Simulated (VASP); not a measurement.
# W (Im-3m) in VASP: notebook

One crystal, W, is run at these levels: PBE+D3(BJ); tasks: relaxation of cell and atoms, electrostatic potential.

All numbers are computed with VASP 6.6.1; they aren't measurements. Logs are shortened: lines on timing, memory, paths and dates and some standing lists are left out, and cuts for length are marked.

**1. Starting point**

Symmetry: Im-3m, No. 229, cubic system. The conventional cell has a = 3.150 Å, b = 3.150 Å, c = 3.150 Å, α = 90.00°, β = 90.00°, γ = 90.00°. W (site symmetry m-3m) has 8 W at 2.73 Å as nearest neighbours.

The cell was built by a generator and needn't be a form met in nature.

**2. Relaxation of cell and atoms, PBE+D3(BJ)**

File INCAR:

```
ALGO     = Normal         # electronic algorithm
EDIFF    = 1E-6           # SCF threshold, eV
EDIFFG   = -0.005         # ionic threshold
ENCUT    = 600            # plane-wave cutoff, eV
GGA      = PE             # functional
IBRION   = 2              # ionic algorithm
ISIF     = 3              # what is computed and relaxed
ISMEAR   = 1              # smearing method
IVDW     = 12             # dispersion correction
LASPH    = True           # aspherical terms in the spheres
LCHARG   = False          # write CHGCAR
LREAL    = False          # projectors in reciprocal space
LWAVE    = False          # write WAVECAR
NELM     = 120            # most SCF steps
NSW      = 60             # ionic steps
PREC     = Accurate       # precision mode
SIGMA    = 0.1            # smearing width, eV
```

File KPOINTS:

```
k-points
0
Gamma
  18 18 18
```

File POSCAR:

```
W
1.0
   -1.5750000000      1.5750000000      1.5750000000
    1.5750000000     -1.5750000000      1.5750000000
    1.5750000000      1.5750000000     -1.5750000000
W
1
Direct
    0.0000000000      0.0000000000      0.0000000000
```

Potentials or basis: VASP PAW PBE potentials, release 64 (W_sv).

Launch:

```bash
$ cat potpaw_PBE.64/W_sv/POTCAR > POTCAR
$ mpirun -np 1 vasp_std > vasp.out
```

OUTCAR:

```text
EDIFF = 1E-6
   EDIFFG = -0.005
   ENCUT = 600
   GGA = PE
   IBRION = 2
   ISIF = 3
   ISMEAR = 1
   IVDW = 12
   LASPH = True
   LREAL = False
   NELM = 120
   NSW = 60
   PREC = Accurate
 IVDW          = 12

 ion  position               nearest neighbor table
   1  0.000  0.000  0.000-

  LATTYP: Found a body centered cubic cell.
 ALAT       =     3.1500000000

  Lattice vectors:

 A1 = (  -1.5750000000,   1.5750000000,   1.5750000000)
 A2 = (   1.5750000000,  -1.5750000000,   1.5750000000)
 A3 = (   1.5750000000,   1.5750000000,  -1.5750000000)

Analysis of symmetry for initial positions (statically):
=====================================================================
 Subroutine PRICEL returns:
 Original cell was already a primitive cell.

 Routine SETGRP: Setting up the symmetry group for a
 body centered cubic supercell.

 Subroutine GETGRP returns: Found 48 space group operations
 (whereof 48 operations were pure point group operations)
 out of a pool of 48 trial point group operations.

The static configuration has the point symmetry O_h .

Analysis of symmetry for dynamics (positions and initial velocities):
=====================================================================
 Subroutine PRICEL returns:
 Original cell was already a primitive cell.

 Routine SETGRP: Setting up the symmetry group for a
 body centered cubic supercell.

 Subroutine GETGRP returns: Found 48 space group operations
 (whereof 48 operations were pure point group operations)
 out of a pool of 48 trial point group operations.

The dynamic configuration has the point symmetry O_h .

 Subroutine INISYM returns: Found 48 space group operations
 (whereof 48 operations are pure point group operations),
 and found     1 'primitive' translations

----------------------------------------------------------------------------------------

                                     Primitive cell

  volume of cell :      15.6279

  direct lattice vectors                    reciprocal lattice vectors
    -1.575000000  1.575000000  1.575000000     0.000000000  0.317460317  0.317460317
     1.575000000 -1.575000000  1.575000000     0.317460317  0.000000000  0.317460317
     1.575000000  1.575000000 -1.575000000     0.317460317  0.317460317  0.000000000

  length of vectors
     2.727980022  2.727980022  2.727980022     0.448956686  0.448956686  0.448956686

  position of ions in fractional coordinates (direct lattice)
     0.000000000  0.000000000  0.000000000

  ion indices of the primitive-cell ions
   primitive index   ion index
                 1           1

----------------------------------------------------------------------------------------

 KPOINTS: k-points

Automatic generation of k-mesh.
 Grid dimensions read from file:
 generate k-points for:   18   18   18

 Generating k-lattice:

  Cartesian coordinates                     Fractional coordinates (reciprocal lattice)
     0.000000000  0.017636684  0.017636684     0.055555556  0.000000000  0.000000000
     0.017636684  0.000000000  0.017636684     0.000000000  0.055555556  0.000000000
     0.017636684  0.017636684  0.000000000     0.000000000  0.000000000  0.055555556

  Length of vectors
     0.024942038  0.024942038  0.024942038

  Shift w.r.t. Gamma in fractional coordinates (k-lattice)
     0.000000000  0.000000000  0.000000000

 Subroutine IBZKPT returns following result:
 ===========================================

 Found    195 irreducible k-points:

 Following reciprocal coordinates:
            Coordinates               Weight
  0.000000  0.000000  0.000000      1.000000
  0.055556  0.000000  0.000000     12.000000
  0.111111  0.000000  0.000000     12.000000
  0.166667  0.000000  0.000000     12.000000
  0.222222  0.000000  0.000000     12.000000
  0.277778  0.000000  0.000000     12.000000
[... 16 lines left out ...]
  0.333333  0.111111  0.000000     48.000000
  0.388889  0.111111 -0.000000     48.000000
 [... further k-points ...]
   k-points           NKPTS =    195   k-points in BZ     NKDIM =    195   number of bands    NBANDS=     11
   number of dos      NEDOS =    301   number of ions     NIONS =      1
   total plane-waves  NPLWV =  13824
   dimension x,y,z NGX =    24 NGY =   24 NGZ =   24
   dimension x,y,z NGXF=    48 NGYF=   48 NGZF=   48
   ions per type =               1
   NGX,Y,Z   is equivalent  to a cutoff of  14.63, 14.63, 14.63 a.u.
   NGXF,Y,Z  is equivalent  to a cutoff of  29.25, 29.25, 29.25 a.u.
 SYSTEM =  unknown system
   PREC   = accura    normal or accurate (medium, high low for compatibility)
   ISTART =      0    job   : 0-new  1-cont  2-samecut
   ICHARG =      2    charge: 1-file 2-atom 10-const
   ISPIN  =      1    spin polarized calculation?
   LNONCOLLINEAR =      F non collinear calculations
   LSORBIT =      F    spin-orbit coupling
   LASPH  =      T    aspherical Exc in radial PAW
   ENCUT  =  600.0 eV  44.10 Ry    6.64 a.u.   5.45  5.45  5.45*2*pi/ulx,y,z
   NELM   =    120;   NELMIN=  2; NELMDL= -5     # of ELM steps
   EDIFF  = 0.1E-05   stopping-criterion for ELM
   LREAL  =      F    real-space projection
   EDIFFG = -.5E-02   stopping-criterion for IOM
   NSW    =     60    number of steps for IOM
   IBRION =      2    ionic relax: 0-MD 1-quasi-New 2-CG
   NFREE  =      1    steps in history (QN), initial steepest desc. (CG)
   ISIF   =      3    stress and relaxation
   ISYM   =      2    0-nonsym 1-usesym 2-fastsym
   POTIM  = 0.5000    time-step for ionic-motion
   TEBEG  =    0.0;   TEEND  =   0.0 temperature during run
   PSTRESS=    0.0 pullay stress
   NELECT =      14.0000    total number of electrons
   NUPDOWN=      -1.0000    fix difference up-down
   EMIN   =  10.00;   EMAX   =-10.00  energy-range for DOS
   EFERMI =   0.00;   METHOD = LEGACY
   ISMEAR =     1;   SIGMA  =   0.10  broadening in eV -4-tet -1-fermi 0-gaus
   EFERMI_NEDOS =   21; number of points for ismear=-14 and -15
   IALGO  =     38    algorithm
   IMIX   =      4    mixing-type and parameters
     AMIX     =   0.40;   BMIX     =  1.00
     AMIX_MAG =   1.60;   BMIX_MAG =  1.00
  volume/ion in A,a.u.               =      15.63       105.46
  Fermi-wavevector in a.u.,A,eV,Ry     =   1.578157  2.982285 33.886404  2.490580
  Thomas-Fermi vector in A             =   2.678731
   LORBIT       =      0    0 simple, 1 ext, 2 COOP (PROOUT), +10 PAW based schemes
   GGA     = PE    functional components
   LHFCALC =     F    Hartree Fock is set to
   AEXX    =    0.0000 exact exchange contribution
   IVDW    =    12    specifies the selected vdW correction
   LEPSILON=     F    determine dielectric tensor
   LRPA    =     F    only Hartree local field effects (RPA)
 conjugate gradient relaxation of ions
 non-spin polarized calculation
 Methfessel and Paxton  Order N= 1 SIGMA  =   0.10
  energy-cutoff  :      600.00
  volume of cell :       15.63
 maximum number of plane-waves:       539
 NGX is ok and might be reduce to    24
   NGX = 11   NGY = 11   NGZ = 11

--------------------------------------- Ionic step        1  -------------------------------------------

 number of electron      14.0000001 magnetization

 Free energy of the ion-electron system (eV)
  ---------------------------------------------------
  ext. energy  EPLUGINS =         0.00000000
  ---------------------------------------------------
  free energy    TOTEN  =       -12.93169219 eV

  energy without entropy =      -12.93133775  energy(sigma->0) =      -12.93157404

------------------------ aborting loop because EDIFF is reached ----------------------------------------

 Edisp (eV)   -0.70558

 E8    (eV) :    -0.3618

  FORCE on cell =-STRESS in cart. coord.  units (eV):
  Direction    XX          YY          ZZ          XY          YZ          ZX
  --------------------------------------------------------------------------------------
  -------------------------------------------------------------------------------------
  Total       0.35043     0.35043     0.35043    -0.00000     0.00000    -0.00000
  in kB      35.92581    35.92581    35.92581    -0.00000     0.00000    -0.00000
  external pressure =       35.93 kB  Pullay stress =        0.00 kB

 VOLUME and BASIS-vectors are now :
 -----------------------------------------------------------------------------
  energy-cutoff  :      600.00
  volume of cell :       15.63
      direct lattice vectors                 reciprocal lattice vectors
    -1.575000000  1.575000000  1.575000000     0.000000000  0.317460317  0.317460317
     1.575000000 -1.575000000  1.575000000     0.317460317  0.000000000  0.317460317
     1.575000000  1.575000000 -1.575000000     0.317460317  0.317460317  0.000000000
[... 40 lines left out ...]
 POSITION                                       TOTAL-FORCE (eV/Angst)
 -----------------------------------------------------------------------------------
      3.20325      0.00000      0.00000         0.000000      0.000000      0.000000
 -----------------------------------------------------------------------------------
    total drift:                                0.000000      0.000000     -0.000000

  FREE ENERGIE OF THE ION-ELECTRON SYSTEM (eV)
  ---------------------------------------------------
  free  energy   TOTEN  =       -13.6149521131 eV

  energy  without entropy=      -13.6143758155  energy(sigma->0) =      -13.61476001

--------------------------------------- Ionic step        3  -------------------------------------------

 number of electron      14.0000001 magnetization

 Free energy of the ion-electron system (eV)
  ---------------------------------------------------
  ext. energy  EPLUGINS =         0.00000000
  ---------------------------------------------------
  free energy    TOTEN  =       -12.94153816 eV

  energy without entropy =      -12.94111077  energy(sigma->0) =      -12.94139570

 E-fermi :  11.4870     XC(G=0): -13.6584

 val. band max:       11.4842784938   @ k =  -0.2778   0.3333   0.2222
 cond. band min:      11.4985793837   @ k =   0.5000   0.5000   0.2222
 fundamental gap:      0.0143008900
 Fermi energy:        11.4869616253

 k-point     1 :       0.0000    0.0000    0.0000
  band No.  band energies     occupation
      1     -62.6845      2.00000
      2     -26.2420      2.00000
      3     -26.2420      2.00000
      4     -26.2420      2.00000
      5       1.8352      2.00000
      6      10.2580      2.00000
      7      10.2580      2.00000
      8      10.2580      2.00000
      9      13.7615      0.00000
     10      13.7615      0.00000
     11      26.0145      0.00000

 k-point     2 :       0.0556    0.0000    0.0000
  band No.  band energies     occupation
      1     -62.6805      2.00000
      2     -26.2846      2.00000
      3     -26.2553      2.00000
      4     -26.2423      2.00000
      5       1.9858      2.00000
      6      10.1657      2.00000
      7      10.2375      2.00000
      8      10.4030      2.00000
      9      13.6118      0.00000
     10      13.7620      0.00000
     11      26.1445      0.00000
[... 295 lines left out ...]
 k-point    24 :       0.3889    0.1111   -0.0000
  band No.  band energies     occupation
      1     -62.5483      2.00000
      2     -27.4634      2.00000
      3     -26.7004      2.00000
      4     -26.3070      2.00000
      5       5.6354      2.00000
      6       8.0618      2.00000
      7      10.9052      2.00000
      8      13.5324      0.00000
      9      14.8706      0.00000
     10      17.9507      0.00000
     11      22.4634      0.00000

 [... further k-points ...]

------------------------ aborting loop because EDIFF is reached ----------------------------------------

 Edisp (eV)   -0.69761

 E8    (eV) :    -0.3577

  FORCE on cell =-STRESS in cart. coord.  units (eV):
  Direction    XX          YY          ZZ          XY          YZ          ZX
  --------------------------------------------------------------------------------------
  -------------------------------------------------------------------------------------
  Total      -0.00453    -0.00453    -0.00453     0.00000     0.00000     0.00000
  in kB      -0.45933    -0.45933    -0.45933     0.00000     0.00000     0.00000
  external pressure =       -0.46 kB  Pullay stress =        0.00 kB

 VOLUME and BASIS-vectors are now :
 -----------------------------------------------------------------------------
  energy-cutoff  :      600.00
  volume of cell :       15.80
      direct lattice vectors                 reciprocal lattice vectors
    -1.580781832  1.580781832  1.580781832     0.000000000  0.316299182  0.316299182
     1.580781832 -1.580781832  1.580781832     0.316299182  0.000000000  0.316299182
     1.580781832  1.580781832 -1.580781832     0.316299182  0.316299182  0.000000000

 POSITION                                       TOTAL-FORCE (eV/Angst)
 -----------------------------------------------------------------------------------
     -0.00000      0.00000      0.00000        -0.000000      0.000000     -0.000000
 -----------------------------------------------------------------------------------
    total drift:                                0.000000      0.000000     -0.000000

  FREE ENERGIE OF THE ION-ELECTRON SYSTEM (eV)
  ---------------------------------------------------
  free  energy   TOTEN  =       -13.6391509269 eV

  energy  without entropy=      -13.6387235320  energy(sigma->0) =      -13.63900846

 reached required accuracy - stopping structural energy minimisation
```

Run time: 25 s. Hardware: 1 thread of Intel Xeon Platinum 8559C (Emerald Rapids), shared host; peak memory 0.18 GiB.

What came out:

* Free energy: -13.6392 eV
* Relaxed volume: 15.80 Å³/atom
* Relaxed cell: a = 2.738 Å, b = 2.738 Å, c = 2.738 Å, α = 109.47°, β = 109.47°, γ = 109.47°
* Space group after relaxing (to 0.05 Å): Im-3m (No. 229)
* Energy gained by relaxing: 1.9 meV/atom
* Ionic steps: 3
* Pressure after relaxing: 0.0 GPa
* Band gap on the k mesh: none (metal or under the smearing width)
* Dispersion energy per atom: -0.698 eV

The path:
```csv
step,energy change (eV),largest force (eV/Å),pressure (GPa),volume (Å³)
1,0.0000,0.0000,3.59,15.63
2,0.0223,0.0000,-11.76,16.43
3,-0.0019,0.0000,-0.05,15.80
```

Final structure:
```
CELL_PARAMETERS angstrom
-1.58078 1.58078 1.58078
1.58078 -1.58078 1.58078
1.58078 1.58078 -1.58078
ATOMIC_POSITIONS crystal
W 0.00000 0.00000 0.00000
```

Levels at points of the mesh, in eV from the Fermi level:
| k point | band 3 | band 4 | band 5 | band 6 | band 7 | band 8 | band 9 | band 10 | band 11 |
| --- | --- | --- | --- | --- | --- | --- | --- | --- | --- |
| (0.00, 0.00, 0.00) | -37.73 | -37.73 | -9.65 | -1.23 | -1.23 | -1.23 | 2.27 | 2.27 | 14.53 |
| (0.50, 0.00, 0.00) | -38.15 | -37.74 | -6.29 | -3.58 | 0.69 | 2.17 | 3.15 | 6.19 | 11.14 |
| (0.50, 0.50, 0.50) | -38.64 | -38.64 | -5.86 | -5.86 | 5.20 | 5.20 | 5.20 | 8.28 | 8.28 |

Caveat: pairwise dispersion overbinds metals, which lowers pressure and volume.

(Continued in part 2 of 2.)
